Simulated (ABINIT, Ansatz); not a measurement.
**A GW chain in ABINIT: LiBr (Fm-3m)**

Aim: the G0W0 gap of LiBr (Fm-3m) on PBE, step by step.

Program: ABINIT 10.8.3. Level of theory: PBE and many-body steps on it, plane waves. Results are calculated unless marked as measured.

## (1) Set-up

Symmetry: Fm-3m, No. 225, cubic system. The conventional cell has a = 5.501 Å, b = 5.501 Å, c = 5.501 Å, α = 90.00°, β = 90.00°, γ = 90.00°. Nearest to Li lie 6 Br at 2.75 Å. Nearest to Br lie 6 Li at 2.75 Å. Farther neighbours and most contacts between anions are not listed.

The cell and positions come from the Crystallography Open Database and are kept as given unless a step says otherwise.

## (2) Ground state

This step: ABINIT 10.8.3; DFT, PBE, plane waves, norm-conserving pseudopotentials.

The ground-state density comes first.

Contents of run.abi:

```
acell 3*1.0 Angstrom
rprim 
  0.000000000000 2.750650000000 2.750650000000
  2.750650000000 0.000000000000 2.750650000000
  2.750650000000 2.750650000000 0.000000000000
ntypat 2
znucl 3 35
natom 2
typat 1 2
xred 
  0.000000000000 0.000000000000 0.000000000000
  0.500000000000 0.500000000000 0.500000000000
pp_dirpath "pseudos"
pseudos "Li.upf, Br.upf"
ecut 33
ngkpt 6 6 6
nshiftk 1
shiftk 0 0 0
kptopt 1
chksymbreak 0
nband 10
occopt 1
tolvrs 1e-10
nstep 60
prtwf 0
optforces 0
optstress 0
indata_prefix "in"
outdata_prefix "out"
tmpdata_prefix "tmp"
```

The run is started by

```console
> OMP_NUM_THREADS=1 mpirun -n 8 abinit run.abi > log
```

Numbers of over 12 decimals in the logs are rounded to 6 here.

The log of the run:

```text
.Version 10.8.3 of ABINIT. v10.8.2 released Aug 2026.

 Symmetries : space group Fm -3 m (#225); Bravais cF (face-center cubic)
================================================================================
 Values of the parameters that define the memory need of the present run
     intxc =       0    ionmov =       0      iscf =       7    lmnmax =       6
     lnmax =       6     mgfft =      40  mpssoang =       3    mqgrid =    3001
     natom =       2  nloc_mem =       1    nspden =       1   nspinor =       1
    nsppol =       1      nsym =      48    n1xccc =    2501    ntypat =       2
    occopt =       1   xclevel =       2
-    mband =          10        mffmem =           1         mkmem =           2
       mpw =        2569          nfft =       64000          nkpt =          16
================================================================================
  Rough estimation (10% accuracy) of disk space for files :
================================================================================

--------------------------------------------------------------------------------
------------- Echo of variables that govern the present computation ------------
--------------------------------------------------------------------------------
 -outvars: echo values of preprocessed input variables --------
            acell      1.8897261259E+00  1.8897261259E+00  1.8897261259E+00 Bohr

      chksymbreak           0
             ecut      3.30000000E+01 Hartree
-          fftalg         312

              ixc     -101130
              kpt      0.00000000E+00  0.00000000E+00  0.00000000E+00
                       1.66666667E-01  0.00000000E+00  0.00000000E+00
                       3.33333333E-01  0.00000000E+00  0.00000000E+00
                       5.00000000E-01  0.00000000E+00  0.00000000E+00
                       1.66666667E-01  1.66666667E-01  0.00000000E+00
                       3.33333333E-01  1.66666667E-01  0.00000000E+00
                       5.00000000E-01  1.66666667E-01  0.00000000E+00
                      -3.33333333E-01  1.66666667E-01  0.00000000E+00
                      -1.66666667E-01  1.66666667E-01  0.00000000E+00
   [... 5 further rows ...]
                      -3.33333333E-01  3.33333333E-01  1.66666667E-01
                      -3.33333333E-01  5.00000000E-01  1.66666667E-01
         kptrlatt        6    0    0      0    6    0      0    0    6
          kptrlen      4.41062819E+01
P           mkmem           2
            natom           2
            nband          10
            ngfft          40      40      40
             nkpt          16
            nstep          60
             nsym          48
           ntypat           2
              occ      2.000000  2.000000  2.000000  2.000000  2.000000  0.000000
                       0.000000  0.000000  0.000000  0.000000
        optforces           0
        optstress           0
            prtwf           0
            rprim      0.0000000000E+00  2.7506500000E+00  2.7506500000E+00
[...]
spgroup         225

           tolvrs      1.00000000E-10

             xred      0.0000000000E+00  0.0000000000E+00  0.0000000000E+00
[...]
znucl        3.00000   35.00000

================================================================================

 chkinp: Checking input parameters for consistency.

================================================================================
== DATASET  1 ==================================================================
-   mpi_nproc: 8, omp_nthreads: 1 (-1 if OMP is not activated)

--- !DatasetInfo
iteration_state: {dtset: 1, }
dimensions: {natom: 2, nkpt: 16, mband: 10, nsppol: 1, nspinor: 1, nspden: 1, mpw: 2569, }
cutoff_energies: {ecut:  33.0, pawecutdg:  -1.0, }
electrons: {nelect:   1.00000000E+01, charge:   0.00000000E+00, occopt:   1.00000000E+00, tsmear:   1.00000000E-02, }

 Real(R)+Recip(G) space primitive vectors, cartesian coordinates (Bohr,Bohr^-1):
 R(1)=  0.0000000  5.1979752  5.1979752  G(1)= -0.0961913  0.0961913  0.0961913
 R(2)=  5.1979752  0.0000000  5.1979752  G(2)=  0.0961913 -0.0961913  0.0961913
 R(3)=  5.1979752  5.1979752  0.0000000  G(3)=  0.0961913  0.0961913 -0.0961913
 Unit cell volume ucvol=  2.8088762E+02 bohr^3
 Angles (23,13,12)=  6.00000000E+01  6.00000000E+01  6.00000000E+01 degrees

 getcut: wavevector=  0.0000  0.0000  0.0000  ngfft=  40  40  40
         ecut(hartree)=     33.000   => boxcut(ratio)=   2.10421

--- Pseudopotential description ------------------------------------------------
- Li Generated using ONCVPSP code by D. R. Hamann
-  3.00000   3.00000  171031                  znucl, zion, pspdat
12 -101130 1 -1 1944                          pspcod,pspxc,lmax,lloc,mmax
     nproj     2     2     0
  pspatm : epsatm=    2.74360059
         --- l  ekb(1:nproj) -->
[...]
pspatm: atomic psp has been read  and splines computed

- Br Generated using ONCVPSP code by D. R. Hamann
- 35.00000   7.00000  171031                  znucl, zion, pspdat
12 -101130 2 -1 1098                          pspcod,pspxc,lmax,lloc,mmax
     nproj     2     2     2
  pspatm : epsatm=   11.64859065
         --- l  ekb(1:nproj) -->
[...]
2    2.589748    0.385882
 pspatm: atomic psp has been read  and splines computed

   1.43921912E+02                                ecore*ucvol(ha*bohr**3)
--------------------------------------------------------------------------------

_setup2: Arith. and geom. avg. npw (full set) are    2543.153    2543.120

================================================================================

--- !BeginCycle
iteration_state: {dtset: 1, }
solver: {iscf: 7, nstep: 60, nline: 4, wfoptalg: 0, }
tolerances: {tolvrs: 1.00E-10, }

     iter   Etot(hartree)      deltaE(h)  residm     vres2
 ETOT  1  -23.037612360590    -2.304E+01 9.291E-02 2.127E+01
 ETOT  2  -23.050973240722    -1.336E-02 3.682E-04 1.059E+00
 ETOT  3  -23.051052616838    -7.938E-05 1.216E-04 6.850E-02
 ETOT  4  -23.051054306194    -1.689E-06 2.654E-04 3.279E-03
 ETOT  5  -23.051054414895    -1.087E-07 7.648E-05 6.443E-05
 ETOT  6  -23.051054416885    -1.990E-09 1.623E-04 2.402E-06
 ETOT  7  -23.051054416992    -1.071E-10 3.777E-05 5.617E-08
 ETOT  8  -23.051054416995    -3.322E-12 7.633E-05 4.848E-10
 ETOT  9  -23.051054416996    -6.644E-13 1.586E-05 3.378E-12

 At SCF step    9       vres2   =  3.38E-12 < tolvrs=  1.00E-10 =>converged.

--- !ResultsGS
iteration_state: {dtset: 1, }
comment   : Summary of ground state results
lattice_vectors:
- [  0.0000000,   5.1979752,   5.1979752, ]
- [  5.1979752,   0.0000000,   5.1979752, ]
- [  5.1979752,   5.1979752,   0.0000000, ]
lattice_lengths: [   7.35105,    7.35105,    7.35105, ]
lattice_angles: [ 60.000,  60.000,  60.000, ] # degrees, (23, 13, 12)
lattice_volume:   2.8088762E+02
convergence: {deltae: -6.644E-13, res2:  3.378E-12, residm:  1.586E-05, diffor:  0.000E+00, }
etotal    :  -2.30510544E+01
entropy   :   0.00000000E+00
fermie    :   2.28292420E-02
cartesian_stress_tensor: null
pressure_GPa: null
xred      :
- [  0.0000E+00,   0.0000E+00,   0.0000E+00, Li]
- [  5.0000E-01,   5.0000E-01,   5.0000E-01, Br]
cartesian_forces: null
force_length_stats: {min: null, max: null, mean: null, }

 Integrated electronic density in atomic spheres:
 ------------------------------------------------
 Atom  Sphere_radius  Integrated_density
    1        2.00000          2.15241485
    2        2.00000          4.27285199
================================================================================

 ----iterations are completed or convergence reached----

 Mean square residual over all n,k,spin=   99.117E-09; max=  15.856E-06
 reduced coordinates (array xred) for    2 atoms
       0.000000000000      0.000000000000      0.000000000000
       0.500000000000      0.500000000000      0.500000000000
 rms dE/dt=  0.0000E+00; max dE/dt=  0.0000E+00; dE/dt below (all hartree)
    1       0.000000000000      0.000000000000      0.000000000000
    2       0.000000000000      0.000000000000      0.000000000000

 cartesian coordinates (angstrom) at end:
    1      0.000000     0.000000     0.000000
    2      2.750650     2.750650     2.750650
 length scales=  1.889726125908  1.889726125908  1.889726125908 bohr
              =  1.000000000000  1.000000000000  1.000000000000 angstroms
 prteigrs : about to open file out_EIG
 Fermi (or HOMO) energy (hartree) =   0.02283   Average Vxc (hartree)=  -0.31325
 Eigenvalues (hartree) for nkpt=  16  k points:
 kpt#   1, nband= 10, wtk=  0.00463, kpt=  0.0000  0.0000  0.0000 (reduced coord)
  -1.60726   -0.47083    0.02283    0.02283    0.02283    0.20430    0.40939    0.40939
   0.40939    0.47298
 prteigrs : prtvol=0 or 1, do not print more k-points.

--- !EnergyTerms
iteration_state     : {dtset: 1, }
comment             : Components of total free energy in Hartree
kinetic             :  9.58995493609744E+00
hartree             :  3.26739585855341E+00
xc                  : -6.89976356192875E+00
Ewald energy        : -1.49909710692420E+01
psp_core            :  5.12382542197280E-01
local_psp           : -1.20892831666368E+01
non_local_psp       : -2.44076995603636E+00
total_energy        : -2.30510544169959E+01
total_energy_eV     : -6.27251145118001E+02
band_energy         : -4.27329971448367E+00

== END DATASET(S) ==============================================================
================================================================================

 -outvars: echo values of variables after computation  --------
           etotal     -2.3051054417E+01
            nband          10
             nkpt          16
          spgroup         225
 [... the other variables as echoed above ...]

 Calculation completed.
```

Elapsed: 3.6 s, on 8 MPI ranks of AMD EPYC 7R43, shared host; peak memory 0.62 GiB.

This step gave:

```
total energy               : -627.2511 eV
gap                        : 4.938 eV
k of the valence top       : 0, 0, 0
k of the conduction bottom : 0, 0, 0
least direct gap           : 4.938 eV
```

The gap is direct, at Γ.

(Part 1 of 3 ends here.)

[Paths, hosts, dates, memory and timing lines, banners, echoed tables and standing remarks are left out of the program output.]

[Logs are printed without paths, hosts, clocks, repeated set-up lines and the standing remarks that a program may print on its own settings, such as how far it seeks lower states.]

[Runs of the session that timed out or met a known fault of the program may be left out.]

[Hosts, paths, dates, database ids (printed as entryN), source tags and the programs' standing remarks are cut or masked in the printed files.]

[G0W0 gaps are taken among the corrected bands and points alone; a level outside them can change the order at an edge.]

[Where Ansatz stands beside ABINIT at settings called matched, ABINIT's density can come from a denser mesh and the files from another edition; pairs whose starting gaps differed by over 0.03 eV were left out, so agreement reads better than it is.]
